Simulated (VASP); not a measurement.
Input of a VASP 6.6.1 run:

The input INCAR:

```
SYSTEM = Si
PREC = Accurate
ENCUT = 300
EDIFF = 1E-7
ISMEAR = 1
SIGMA = 0.1
LREAL = .FALSE.
LASPH = .TRUE.
NELM = 80
ALGO = Normal
ISIF = 2
LWAVE = .FALSE.
LCHARG = .FALSE.
GGA = PE
IBRION = 2
NSW = 40
EDIFFG = -0.01
```

Contents of KPOINTS:

```
Automatic mesh
0
G
  8 8 8
  0 0 0
```

POSCAR

```
Si                                      
1.0
    0.0000000000      1.9619333212      1.9619333212
    1.9619333212      0.0000000000      1.9619333212
    1.9619333212      1.9619333212      0.0000000000
  Si            
     1
Direct
     0.0000000000000000    0.0000000000000000    0.0000000000000000
```

Potentials or basis: VASP PAW PBE potentials, release 64 (Si).

The run is started by

```sh
$ cat potpaw_PBE.64/Si/POTCAR > POTCAR
$ mpirun -np 1 vasp_std > vasp.out
```

What does it give for the band gap on the k mesh?

None (metal or under the smearing width).

Final structure:
```
CELL_PARAMETERS angstrom
0.00000 1.96193 1.96193
1.96193 0.00000 1.96193
1.96193 1.96193 0.00000
ATOMIC_POSITIONS crystal
Si 0.00000 0.00000 0.00000
```

Caveat: the relaxation stopped at its first step, so nothing moved.
